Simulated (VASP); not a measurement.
**NaF: single point with r2SCAN**

NaF:

```
Na F
1.0
     0.00000    2.02959    3.04438
     2.02959    0.00000    3.04438
     2.02959    2.02959    0.00000
Na F
1 1
Direct
  0.00000 0.00000 0.00000
  0.50000 0.50000 0.50000
```

Measurements of this composition are mostly on another form, of space group No. 225.

* Program: VASP 6.6.1
* Task: single point
* Functional: r2SCAN
* Potentials or basis: VASP PAW PBE potentials, release 64 (Na_pv, F)
* Cutoff: 520 eV
* k mesh: 10 × 10 × 10
* Occupations: gaussian, width 0.05 eV
* Spin: no spin polarisation

| Quantity | Value |
| --- | --- |
| Pressure | 15.7 GPa |
| Band gap on the k mesh | 6.59 eV, direct |

Stress tensor (GPa, compression positive):
```
25.78  0.00  0.00
 0.00 25.78  0.00
 0.00  0.00 -4.49
```

Levels at points of the mesh, in eV from the valence-band top:
| k point | band 5 | band 6 | band 7 | band 8 | band 9 | band 10 |
| --- | --- | --- | --- | --- | --- | --- |
| (0.00, 0.00, 0.00) | -0.45 | 0.00 | 0.00 | 6.59 | 19.03 | 21.56 |
| (0.50, 0.00, 0.00) | -1.81 | -0.69 | -0.28 | 11.30 | 12.76 | 19.55 |
| (0.50, 0.50, 0.00) | -1.59 | -0.08 | -0.08 | 10.60 | 14.58 | 16.84 |
| (0.50, 0.00, 0.50) | -1.15 | -0.91 | -0.40 | 13.72 | 15.32 | 15.68 |

Run time: 69 s on 1 thread of Intel(R) Xeon(R) 6975P-C (Granite Rapids) (shared host), peak memory 0.16 GiB.

Caveat: so large a pressure means that the cell lies far from this level's equilibrium, or that cutoff or potentials fall short; the potentials were made for another functional, which shifts forces and pressure. A k mesh can miss the band edges.
